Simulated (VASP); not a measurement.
NaCl, 2 atoms in the cell. It takes space group P4/mmm (No. 123, tetragonal). The conventional cell has a = 3.059 Å, b = 3.059 Å, c = 4.589 Å, α = 90.00°, β = 90.00°, γ = 90.00°. Na (site symmetry 4/mmm) is surrounded by 4 Na at 3.06 Å and 8 Cl at 3.15 Å. Cl (site symmetry 4/mmm) has 4 Cl at 3.06 Å and 8 Na at 3.15 Å as nearest neighbours. Measurements of this composition are mostly on another form, of space group No. 225.

* Program: VASP 6.6.1
* Task: single point
* Functional: r2SCAN
* Potentials or basis: VASP PAW PBE potentials, release 64 (Na_pv, Cl)
* Cutoff: 520 eV
* k mesh: 8 × 8 × 8
* Occupations: gaussian, width 0.05 eV
* Spin: no spin polarisation
* Dipole correction: no
* Further INCAR settings: ALGO = Normal; EDIFF = 1e-07; NBANDS = 14

Potentials or basis: VASP PAW PBE potentials, release 64 (Na_pv, Cl).

Command:

```sh
$ cat potpaw_PBE.64/Na_pv/POTCAR potpaw_PBE.64/Cl/POTCAR > POTCAR
$ cp INCAR.step1 INCAR
$ mpirun -np 1 vasp_std > vasp.out
$ cp INCAR.step2 INCAR
$ mpirun -np 1 vasp_std > vasp.out
```

Hardware: 1 thread of Intel(R) Xeon(R) Platinum 8488C (Sapphire Rapids), with other jobs on the host.

Task: How long does it take, and how much memory?

Result: Run time: 80 s on 1 thread of Intel(R) Xeon(R) Platinum 8488C (Sapphire Rapids) (shared host), peak memory 0.17 GiB. Counts: scf iterations 10, k points 75.
